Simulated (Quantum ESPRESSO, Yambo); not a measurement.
Planning a run of Yambo 5.3.0 on AgBr (Fm-3m). The input:

```
HF_and_locXC
gw0
dyson
ppa
em1d
rim_cut
RandQpts= 1000000
RandGvec= 1 RL
EXXRLvcs= 76 Ry
VXCRLvcs= 304 Ry
Chimod= "HARTREE"
% BndsRnXp
 1 | 125 |
%
NGsBlkXp= 14.5 Ry
% LongDrXp
 1 | 1 | 1 |
%
% GbndRnge
 1 | 125 |
%
DysSolver= "n"
ExtendOut
PPAPntXp= 27.21138 eV
% QPkrange
 1 | 8 | 11 | 22 |
%
```

The database entry behind the starting cell differs from later determinations by our own check (about 0.6 % short of the room-temperature cell), so it need not match the best structure at ambient conditions.

```sh
OMP_NUM_THREADS=1 mpirun -n 4 yambo -F gw1.in -J gw1 -C gw1 > gw1.log
```

The stored states that it reads are on a 4×4×4 mesh. Symmetry: Fm-3m, No. 225, cubic system. Conventional cell: a = 5.740 Å, b = 5.740 Å, c = 5.740 Å, α = 90.00°, β = 90.00°, γ = 90.00°. Nearest to Ag lie 6 Br at 2.87 Å. Br has 6 Ag at 2.87 Å nearest. Farther neighbours and most contacts between anions are not listed.

Question: Estimate wall time and host memory on 4 MPI ranks of Arm Neoverse V2, shared host.

It took 11 min; on shared hardware allow 5.3 min to 21 min. Peak host memory was 1.9 GiB.

The screening grows as filled bands × empty bands × pairs of k points, times the square of the screening basis for the matrix.

[Paths, hosts, dates, memory and timing lines, banners, echoed tables and standing remarks are left out of the program output.]

[Logs are printed without paths, hosts, clocks, repeated set-up lines and the standing remarks that a program may print on its own settings, such as how far it seeks lower states.]

[Runs of the session that timed out or met a known fault of the program may be left out.]

[Hosts, paths, dates, database ids (printed as entryN), source tags and the programs' standing remarks are cut or masked in the printed files.]
